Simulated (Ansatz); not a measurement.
Crystal: Tl.

```
Tl
1.0
     3.45600    0.00000    0.00000
    -1.72800    2.99298    0.00000
     0.00000    0.00000    5.52500
Tl
2
Direct
  0.66667 0.33333 0.75000
  0.33333 0.66667 0.25000
```

Base run:

| Item | Value |
| --- | --- |
| Program | Ansatz 0.2.0 |
| Functional | PBEsol |
| Potentials or basis | JTH PAW |
| Cutoff | 1800 eV |
| Density cutoff | 7200 eV |
| k mesh | 9 × 9 × 5 |
| Occupations | fermi-dirac, width 0.05 eV |
| Spin | no spin polarisation |

Its results: band gap on the k mesh none (metal or under the smearing width); pressure 0.2 GPa.

Question: The run is repeated on the same cell with these changes: functional from PBEsol to LDA; occupations from fermi-dirac, width 0.05 eV to methfessel-paxton, width 0.05 eV. What comes out?

Answer: Band gap on the k mesh none (metal or under the smearing width); pressure -1.5 GPa.

Not every run made on this cell is shown here.
